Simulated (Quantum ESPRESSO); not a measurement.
# NaF (Villiaumite) (Fm-3m) in Quantum ESPRESSO: further runs

One crystal, NaF (Villiaumite), is run at these levels: PBEsol; tasks: phonons.

Everything below comes from runs of Quantum ESPRESSO 7.5. Logs are shortened: lines on timing, memory, paths and dates and some standing lists are left out, and cuts for length are marked.

**1. Starting point**

Symmetry: Fm-3m, No. 225, cubic system. Conventional cell: a = 4.640 Å, b = 4.640 Å, c = 4.640 Å, α = 90.00°, β = 90.00°, γ = 90.00°. Na (site symmetry m-3m) has 6 F at 2.32 Å as nearest neighbours. F (site symmetry m-3m) has 6 Na at 2.32 Å as nearest neighbours.

**2. Phonons, PBEsol**

Input file pw.in:

```
&CONTROL
  calculation = 'scf'
  prefix = 'pwscf'
  outdir = './tmp'
  pseudo_dir = './pseudo'
  tprnfor = .true.
  tstress = .true.
  disk_io = 'low'
/
&SYSTEM
  ibrav = 0
  nat = 2
  ntyp = 2
  ecutwfc = 45
  ecutrho = 360
  nbnd = 14
  occupations = 'smearing'
  smearing = 'fd'
  degauss = 0.00367493
/
&ELECTRONS
  conv_thr = 4d-10
  electron_maxstep = 120
  mixing_beta = 0.5
/
ATOMIC_SPECIES
Na    22.9898 na_pbesol_v1.5.uspp.F.UPF
F     18.9984 f_pbesol_v1.4.uspp.F.UPF
CELL_PARAMETERS bohr
   0.0000000000    4.3841646091    4.3841646091
   4.3841646091    0.0000000000    4.3841646091
   4.3841646091    4.3841646091    0.0000000000
ATOMIC_POSITIONS bohr
Na     0.0000000000    0.0000000000    0.0000000000
F      4.3841646091    4.3841646091    4.3841646091
K_POINTS automatic
6 6 6 1 1 1
```

Input file relax.in:

```
&CONTROL
  calculation = 'vc-relax'
  prefix = 'pwscf'
  outdir = './tmp'
  pseudo_dir = './pseudo'
  tprnfor = .true.
  tstress = .true.
  disk_io = 'low'
  nstep = 40
  forc_conv_thr = 0.0001
  etot_conv_thr = 1d-06
/
&SYSTEM
  ibrav = 0
  nat = 2
  ntyp = 2
  ecutwfc = 45
  ecutrho = 360
  nbnd = 14
  occupations = 'smearing'
  smearing = 'fd'
  degauss = 0.00367493
/
&ELECTRONS
  conv_thr = 4d-10
  electron_maxstep = 120
  mixing_beta = 0.5
/
&IONS
  ion_dynamics = 'bfgs'
/
&CELL
  cell_dynamics = 'bfgs'
  press = 0
  press_conv_thr = 0.2
/
ATOMIC_SPECIES
Na    22.9898 na_pbesol_v1.5.uspp.F.UPF
F     18.9984 f_pbesol_v1.4.uspp.F.UPF
CELL_PARAMETERS bohr
   0.0000000000    4.3841646091    4.3841646091
   4.3841646091    0.0000000000    4.3841646091
   4.3841646091    4.3841646091    0.0000000000
ATOMIC_POSITIONS bohr
Na     0.0000000000    0.0000000000    0.0000000000
F      4.3841646091    4.3841646091    4.3841646091
K_POINTS automatic
6 6 6 1 1 1
```

Input file scf2.in:

```
&CONTROL
  calculation = 'scf'
  prefix = 'pwscf'
  outdir = './tmp'
  pseudo_dir = './pseudo'
  tprnfor = .true.
  tstress = .true.
  disk_io = 'low'
/
&SYSTEM
  ibrav = 0
  nat = 2
  ntyp = 2
  ecutwfc = 45
  ecutrho = 360
  nbnd = 14
  occupations = 'fixed'
/
&ELECTRONS
  conv_thr = 1d-13
  electron_maxstep = 120
  mixing_beta = 0.5
  startingpot = 'file'
  startingwfc = 'file'
/
ATOMIC_SPECIES
Na    22.9898 na_pbesol_v1.5.uspp.F.UPF
F     18.9984 f_pbesol_v1.4.uspp.F.UPF
CELL_PARAMETERS bohr
   0.0000000000    4.3887059186    4.3887059186
   4.3887059186    0.0000000000    4.3887059186
   4.3887059186    4.3887059186    0.0000000000
ATOMIC_POSITIONS bohr
Na     0.0000000000    0.0000000000    0.0000000000
F      4.3887059186    4.3887059186    4.3887059186
K_POINTS automatic
6 6 6 1 1 1
```

Input file ph.in:

```
phonons of NaF
&INPUTPH
  prefix = 'pwscf'
  outdir = './tmp'
  tr2_ph = 1d-18
  fildyn = 'dyn'
  niter_ph = 90
  alpha_mix(1) = 0.7
  epsil = .true.
/
0.0000000000 0.0000000000 0.0000000000
```

Input file dynmat.in:

```
&INPUT
  fildyn = 'dyn'
  asr = 'crystal'
  lperm = .true.
  filout = 'dynmat.disp'
  fileig = 'dynmat.eig'
/
```

Input file dynmat_lo.in:

```
&INPUT
  fildyn = 'dyn'
  asr = 'crystal'
  filout = 'dynmat_lo.disp'
  fileig = 'dynmat_lo.eig'
  q(1) = 0
  q(2) = 0
  q(3) = 1
/
```

Potentials or basis: GBRV 1.5 PBEsol.

Started as:

```console
$ OMP_NUM_THREADS=1 pw.x -in pw.in > pw.out
$ OMP_NUM_THREADS=1 pw.x -in relax.in > relax.out
$ OMP_NUM_THREADS=1 pw.x -in scf2.in > scf2.out
$ OMP_NUM_THREADS=1 ph.x -in ph.in > ph.out
$ OMP_NUM_THREADS=1 dynmat.x -in dynmat.in > dynmat.out
$ OMP_NUM_THREADS=1 dynmat.x -in dynmat_lo.in > dynmat_lo.out
```

pw.out:

```text
This program is part of the open-source Quantum ESPRESSO suite
     for quantum simulation of materials; please cite
[... 9 lines left out ...]
     --------------------
     sticks:   dense  smooth     PW     G-vecs:    dense   smooth      PW
     Sum         955     475    163                19579     6855    1291

     Using Slab Decomposition

     bravais-lattice index     =            0
     lattice parameter (alat)  =       6.2001  a.u.
     unit-cell volume          =     168.5352 (a.u.)^3
     number of atoms/cell      =            2
     number of atomic types    =            2
     number of electrons       =        16.00
     number of Kohn-Sham states=           14
     kinetic-energy cutoff     =      45.0000  Ry
     charge density cutoff     =     360.0000  Ry
     scf convergence threshold =      4.0E-10
     mixing beta               =       0.5000
     number of iterations used =            8  plain     mixing
     Exchange-correlation= SLA  PW   PSX  PSC
                           (   1   4  10   8   0   0   0)

     celldm(1)=   6.200145  celldm(2)=   0.000000  celldm(3)=   0.000000
     celldm(4)=   0.000000  celldm(5)=   0.000000  celldm(6)=   0.000000

[... 8 lines left out ...]
               b(3) = (  0.707107  0.707107 -0.707107 )

     PseudoPot. # 1 for Na read from file:
     na_pbesol_v1.5.uspp.F.UPF
     Pseudo is Ultrasoft, Zval =  9.0
     Generated by new atomic code, or converted to UPF format
     Using radial grid of  819 points,  5 beta functions with:
                l(1) =   0
                l(2) =   0
                l(3) =   1
                l(4) =   1
                l(5) =   2
     Q(r) pseudized with  8 coefficients,  rinner =    1.250   1.250   1.250
                                                       1.250   1.250

     PseudoPot. # 2 for F  read from file:
     f_pbesol_v1.4.uspp.F.UPF
     Pseudo is Ultrasoft, Zval =  7.0
     Generated by new atomic code, or converted to UPF format
     Using radial grid of  799 points,  4 beta functions with:
                l(1) =   0
                l(2) =   0
                l(3) =   1
                l(4) =   1
     Q(r) pseudized with  8 coefficients,  rinner =    0.950   0.950   0.950

     atomic species   valence    mass     pseudopotential
     Na                9.00    22.98980     Na( 1.00)
     F                 7.00    18.99840     F ( 1.00)

     48 Sym. Ops., with inversion, found

   Cartesian axes

     site n.     atom                  positions (alat units)
         1        Na     tau(   1) = (   0.0000000   0.0000000   0.0000000  )
         2        F      tau(   2) = (   0.7071068   0.7071068   0.7071068  )

     number of k points=    28  Fermi-Dirac smearing, width (Ry)=  0.0037
                       cart. coord. in units 2pi/alat
        k(    1) = (   0.0589256   0.0589256   0.0589256), wk =   0.0185185
        k(    2) = (   0.1767767   0.1767767  -0.0589256), wk =   0.0555556
        k(    3) = (   0.2946278   0.2946278  -0.1767767), wk =   0.0555556
        k(    4) = (  -0.2946278  -0.2946278   0.4124790), wk =   0.0555556
        k(    5) = (  -0.1767767  -0.1767767   0.2946278), wk =   0.0555556
        k(    6) = (  -0.0589256  -0.0589256   0.1767767), wk =   0.0555556
[... 20 lines left out ...]
        k(   27) = (   0.2946278   0.2946278   0.2946278), wk =   0.0185185
        k(   28) = (  -0.2946278  -0.2946278   0.8838835), wk =   0.0555556

     Dense  grid:    19579 G-vectors     FFT dimensions: (  40,  40,  40)

     Smooth grid:     6855 G-vectors     FFT dimensions: (  27,  27,  27)

     Initial potential from superposition of free atoms

     starting charge      15.9936, renormalised to      16.0000
     Starting wfcs are    9 randomized atomic wfcs +    5 random wfcs

     Self-consistent Calculation

     iteration #  1     ecut=    45.00 Ry     beta= 0.50
     Davidson diagonalization with overlap
     ethr =  1.00E-02,  avg # of iterations =  5.4

     total energy              =    -143.85401191 Ry
     estimated scf accuracy    <       0.19752647 Ry

     iteration #  2     ecut=    45.00 Ry     beta= 0.50
     Davidson diagonalization with overlap
     ethr =  1.23E-03,  avg # of iterations =  2.0

     total energy              =    -143.90717968 Ry
     estimated scf accuracy    <       0.04564193 Ry

     iteration #  3     ecut=    45.00 Ry     beta= 0.50
     Davidson diagonalization with overlap
     ethr =  2.85E-04,  avg # of iterations =  2.4

     total energy              =    -143.91533758 Ry
     estimated scf accuracy    <       0.00241608 Ry

     iteration #  4     ecut=    45.00 Ry     beta= 0.50
     Davidson diagonalization with overlap
     ethr =  1.51E-05,  avg # of iterations =  2.5

     total energy              =    -143.91550848 Ry
     estimated scf accuracy    <       0.00003119 Ry

     iteration #  5     ecut=    45.00 Ry     beta= 0.50
     Davidson diagonalization with overlap
     ethr =  1.95E-07,  avg # of iterations =  3.1

     total energy              =    -143.91551939 Ry
     estimated scf accuracy    <       0.00000193 Ry

     iteration #  6     ecut=    45.00 Ry     beta= 0.50
     Davidson diagonalization with overlap
     ethr =  1.21E-08,  avg # of iterations =  2.0

     total energy              =    -143.91552011 Ry
     estimated scf accuracy    <       0.00000014 Ry

     iteration #  7     ecut=    45.00 Ry     beta= 0.50
     Davidson diagonalization with overlap
     ethr =  8.95E-10,  avg # of iterations =  1.4

     total energy              =    -143.91552015 Ry
     estimated scf accuracy    <       0.00000002 Ry

     iteration #  8     ecut=    45.00 Ry     beta= 0.50
     Davidson diagonalization with overlap
     ethr =  1.26E-10,  avg # of iterations =  2.0

     total energy              =    -143.91552016 Ry
     estimated scf accuracy    <          3.0E-09 Ry

     iteration #  9     ecut=    45.00 Ry     beta= 0.50
     Davidson diagonalization with overlap
     ethr =  1.85E-11,  avg # of iterations =  1.8

     End of self-consistent calculation

          k = 0.0589 0.0589 0.0589 (   881 PWs)   bands (ev):

   -46.1186 -18.4967 -18.1612 -18.1612 -18.0290   0.5331   0.6578   0.6578
     7.0645  18.4789  19.5807  19.5807  23.4334  24.1946

          k = 0.1768 0.1768-0.0589 (   869 PWs)   bands (ev):

   -46.1144 -18.7334 -18.1742 -18.1618 -17.7477  -0.0036   0.5377   0.5846
     8.2112  16.3502  19.5753  20.3306  22.7523  23.8868

          k = 0.2946 0.2946-0.1768 (   861 PWs)   bands (ev):

   -46.1080 -18.9360 -18.1817 -18.1689 -17.4827  -0.6760   0.3923   0.4574
    10.2151  14.1472  19.6799  20.8842  22.7131  23.3086

          k =-0.2946-0.2946 0.4125 (   859 PWs)   bands (ev):

   -46.1058 -18.9889 -18.1794 -18.1755 -17.4092  -0.8822   0.3574   0.4035
    11.3460  13.0818  19.8536  20.5666  22.7000  23.7412

          k =-0.1768-0.1768 0.2946 (   860 PWs)   bands (ev):

   -46.1100 -18.8774 -18.1749 -18.1712 -17.5618  -0.4849   0.4622   0.4742
     9.5254  14.8131  20.1877  20.2088  22.0622  24.0749

          k =-0.0589-0.0589 0.1768 (   877 PWs)   bands (ev):

   -46.1164 -18.6358 -18.1678 -18.1657 -17.8634   0.2429   0.6012   0.6042
     7.6757  17.2072  19.6842  19.7587  22.7694  24.5868

          k = 0.2946 0.0589 0.0589 (   861 PWs)   bands (ev):

   -46.1125 -18.7251 -18.1793 -18.1778 -17.7347  -0.1249   0.4991   0.5072
     8.7197  15.9074  19.7966  19.8537  20.8869  25.3350

          k = 0.4125 0.1768-0.0589 (   857 PWs)   bands (ev):

   -46.1073 -18.7898 -18.2018 -18.1844 -17.6253  -0.4819   0.2894   0.3989
    10.3773  14.5834  18.4552  19.8974  21.0125  25.2875

          k =-0.1768-0.4125 0.5303 (   857 PWs)   bands (ev):

   -46.1040 -18.8453 -18.2167 -18.1913 -17.5325  -0.6441   0.0828   0.3338
    12.2120  13.2828  17.5862  19.6075  22.0399  24.4139

          k =-0.0589-0.2946 0.4125 (   859 PWs)   bands (ev):

   -46.1059 -18.8525 -18.2170 -18.1785 -17.5376  -0.5586   0.1380   0.3938
    11.0070  14.2100  17.8383  20.1906  22.5269  23.3609

          k = 0.0589-0.1768 0.2946 (   863 PWs)   bands (ev):

   -46.1111 -18.8050 -18.1866 -18.1684 -17.6412  -0.2920   0.4245   0.5073
     9.1567  15.3913  19.2806  20.6693  21.4230  24.3487

          k = 0.5303 0.0589 0.0589 (   853 PWs)   bands (ev):

   -46.1044 -18.5932 -18.2143 -18.2044 -17.8213  -0.5509   0.2732   0.3202
    11.5032  14.1483  16.6754  20.1139  20.1915  25.5356

          k =-0.0589-0.5303 0.6482 (   857 PWs)   bands (ev):

   -46.1022 -18.5480 -18.2719 -18.2179 -17.7962  -0.5071   0.0602   0.2358
    13.2206  13.7203  15.2571  19.0861  21.0959  26.0686

          k = 0.0589-0.4125 0.5303 (   856 PWs)   bands (ev):

   -46.1029 -18.7531 -18.2509 -18.1986 -17.5997  -0.4381  -0.1493   0.2965
    12.7533  13.6165  16.3166  19.1840  21.9403  24.9770

          k = 0.1768-0.2946 0.4125 (   856 PWs)   bands (ev):

   -46.1058 -18.9255 -18.1940 -18.1776 -17.4723  -0.7394   0.2682   0.3971
    11.1538  13.6029  18.8728  20.3655  22.3351  23.7355

          k =-0.6482 0.0589 0.0589 (   852 PWs)   bands (ev):

   -46.1023 -18.4125 -18.2599 -18.2112 -17.9660  -0.5959   0.2110   0.2734
    13.0635  13.7866  14.8972  20.0984  20.2788  24.9389

          k =-0.5303 0.1768-0.0589 (   862 PWs)   bands (ev):

   -46.1041 -18.6858 -18.2222 -18.2072 -17.7025  -0.5340   0.1572   0.2968
    11.7755  14.0136  16.8725  19.3437  21.0637  26.2050

          k =-0.4125 0.0589 0.0589 (   856 PWs)   bands (ev):

   -46.1082 -18.7111 -18.1939 -18.1927 -17.7192  -0.4065   0.3782   0.4044
    10.0289  14.8634  18.5865  20.0380  20.1292  26.5383

          k = 0.1768 0.1768 0.1768 (   860 PWs)   bands (ev):

   -46.1128 -18.8145 -18.1666 -18.1666 -17.6536  -0.2365   0.5431   0.5431
     8.6774  15.6277  20.2503  20.2503  23.2641  23.2641

          k = 0.2946 0.2946 0.0589 (   858 PWs)   bands (ev):

   -46.1087 -18.8669 -18.2005 -18.1672 -17.5508  -0.4775   0.2911   0.4737
     9.9515  14.7591  18.6084  21.3130  22.0809  23.0888

          k =-0.2946-0.2946 0.6482 (   858 PWs)   bands (ev):

   -46.1043 -18.8409 -18.2352 -18.1806 -17.5292  -0.5490  -0.0290   0.3708
    11.8320  13.8685  17.0221  20.7166  21.3502  24.2078

          k =-0.1768-0.1768 0.5303 (   855 PWs)   bands (ev):

   -46.1040 -18.7727 -18.2224 -18.1933 -17.6133  -0.5839   0.0925   0.3374
    11.9611  13.6599  17.1795  20.3244  20.3741  26.0602

          k = 0.4125 0.1768 0.1768 (   864 PWs)   bands (ev):

   -46.1068 -18.8638 -18.1894 -18.1847 -17.5474  -0.6135   0.3013   0.3990
    10.6517  14.1336  18.8818  20.2456  21.0913  25.0260

          k =-0.1768-0.4125 0.7660 (   857 PWs)   bands (ev):

   -46.1035 -18.7598 -18.2325 -18.2064 -17.6033  -0.4992  -0.0021   0.2765
    12.2299  13.8162  16.9251  18.7390  22.7108  24.2153

          k =-0.0589-0.2946 0.6482 (   864 PWs)   bands (ev):

   -46.1022 -18.6471 -18.2581 -18.2349 -17.6783  -0.3569  -0.1219   0.1691
    13.3971  13.6190  15.8778  17.9478  22.7586  25.0735

          k =-0.7660 0.1768 0.1768 (   861 PWs)   bands (ev):

   -46.1025 -18.6628 -18.2668 -18.1984 -17.6902  -0.4471  -0.1191   0.3033
    13.1937  13.5055  15.6350  19.9489  20.3855  27.0691

          k = 0.2946 0.2946 0.2946 (   859 PWs)   bands (ev):

   -46.1070 -18.9944 -18.1719 -18.1719 -17.4149  -0.8506   0.4311   0.4311
    10.7122  13.4970  20.6298  20.6298  23.2972  23.2972

          k =-0.2946-0.2946 0.8839 (   853 PWs)   bands (ev):

   -46.1048 -18.9195 -18.2042 -18.1787 -17.4671  -0.7540   0.1833   0.3821
    11.7827  13.2167  18.2994  20.6324  21.8678  24.0438

     the Fermi energy is     4.3855 ev

!    total energy              =    -143.91552016 Ry
     estimated scf accuracy    <          7.5E-11 Ry
     smearing contrib. (-TS)   =       0.00000000 Ry
     internal energy E=F+TS    =    -143.91552016 Ry

     The total energy is F=E-TS. E is the sum of the following terms:
     one-electron contribution =     -86.85260705 Ry
     hartree contribution      =      50.02826865 Ry
     xc contribution           =     -23.45627312 Ry
     ewald contribution        =     -83.63490864 Ry

     convergence has been achieved in   9 iterations

     Forces acting on atoms (cartesian axes, Ry/au):

     atom    1 type  1   force =     0.00000000    0.00000000    0.00000000
     atom    2 type  2   force =     0.00000000    0.00000000    0.00000000

     Total force =     0.000000     Total SCF correction =     0.000000

     Computing stress (Cartesian axis) and pressure

          total   stress  (Ry/bohr**3)                   (kbar)     P=        1.63
   0.00001105   0.00000000   0.00000000            1.63        0.00        0.00
   0.00000000   0.00001105   0.00000000            0.00        1.63        0.00
   0.00000000   0.00000000   0.00001105            0.00        0.00        1.63

=------------------------------------------------------------------------------=
   JOB DONE.
=------------------------------------------------------------------------------=
```

Run time: 1.8 min. Hardware: 1 thread of Arm Neoverse V2, shared host; peak memory 0.07 GiB.

Results:

```yaml
Free_energy: -1958.0705 eV
Relaxed_volume: 12.53 Å³/atom
Relaxed_cell: a = 3.284 Å, b = 3.284 Å, c = 3.284 Å, α = 60.00°, β = 60.00°, γ = 60.00°
Space_group_after_relaxing_to_0.05_Å: Fm-3m (No. 225)
Pressure_after_relaxing: 0.0 GPa
Electronic_dielectric_tensor_diagonal: 1.89
Born_charges_mean_of_the_diagonal: Na +1.01; F -1.01 e
Highest_phonon_frequency_at_Γ_LO-TO_splitting_left_out: 242 cm⁻¹
Static_dielectric_tensor_diagonal: 5.19
```

Final structure:
```
Na F
1.0
     0.00000    2.32240    2.32240
     2.32240    0.00000    2.32240
     2.32240    2.32240    0.00000
Na F
1 1
Direct
  0.00000 0.00000 0.00000
  0.50000 0.50000 0.50000
```

Phonon frequencies in cm⁻¹ (negative: imaginary):
```tsv
q point	frequencies
(0.000, 0.000, 0.000)	-13 -13 -13 242 242 242
```

Electronic dielectric tensor:
```
1.89 0.00 0.00
0.00 1.89 0.00
0.00 0.00 1.89
```

Born effective charge tensors (e):
atom 1, Na
```
1.01 0.00 0.00
0.00 1.01 0.00
0.00 0.00 1.01
```
atom 2, F
```
-1.01  0.00  0.00
 0.00 -1.01  0.00
 0.00  0.00 -1.01
```

Optical modes at Γ, degenerate ones joined, polar ones without the macroscopic field:
```csv
cm⁻¹,components,symmetry,active in,"IR intensity, summed ((D/Å)²/amu)"
242,3,T1u,IR,6.83
```

Zone-centre frequencies without and with the macroscopic field along z (cm⁻¹):
|  | optical modes in rising order |
| --- | --- |
| without | 242 242 242 |
| with the field | 242 242 401 |

Static dielectric tensor, electrons and zone-centre modes:
```
5.19 0.00 0.00
0.00 5.19 0.00
0.00 0.00 5.19
```

[end of part 1 of 2]
